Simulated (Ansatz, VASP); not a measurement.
This is a calculation of Zn for VASP 6.6.1.

Contents of INCAR:

```
ALGO = Fast ; EDIFF = 1E-7
ENCUT = 520 ; GGA = PE
ISIF = 2 ; ISMEAR = -1
LASPH = T ; LCHARG = F
LREAL = F ; LWAVE = F
NBANDS = 12 ; NELM = 80
PREC = Accurate ; SIGMA = 0.05
```

The input KPOINTS:

```
k-points
0
Gamma
  12 12 12
```

POSCAR

```
Zn
1.0
    0.0000000000      1.9647760000      1.9647760000
    1.9647760000      0.0000000000      1.9647760000
    1.9647760000      1.9647760000      0.0000000000
Zn
1
Direct
    0.0000000000      0.0000000000      0.0000000000
```

Potentials or basis: VASP PAW PBE potentials, release 64 (Zn).

The run is started by

```console
$ cat potpaw_PBE.64/Zn/POTCAR > POTCAR
$ mpirun -np 1 vasp_std > vasp.out
```

Q: Translate it to Ansatz 0.2.0. Potentials there: Ansatz PAW.

A: As run (the cutoff follows the program's own potentials):

Contents of input.yaml:

```yaml
crystal:
  lattice:
    - [0.0, 1.964776, 1.964776]
    - [1.964776, 0.0, 1.964776]
    - [1.964776, 1.964776, 0.0]
  atoms:
    - { symbol: Zn, position: [0.0, 0.0, 0.0] }
hamiltonian:
  xc: pbe
  pseudopotentials: { kind: paw }
kpoints:
  mp_grid: { grid: [12, 12, 12] }
scf:
  occupations: { method: fermi_dirac, width: 0.05 }
output:
  forces: true
  stress: true
  eigenvalues: true
```

Potentials or basis: Ansatz PAW.

The run is started by

```console
$ ansatz run input.yaml --threads 2 --pin off --max-ram 5632MiB --backend cpu --events-out ev --progress --plain --runs-dir out
```

Both were run:

|  | VASP | Ansatz | Ansatz less VASP |
| --- | --- | --- | --- |
| gap on the k mesh at the Fermi level (eV) | none | none | - |
| pressure (GPa) | 0.1 | -0.2 | -0.29 |

A gap of «none» marks a metal or a gap that the smearing closes.
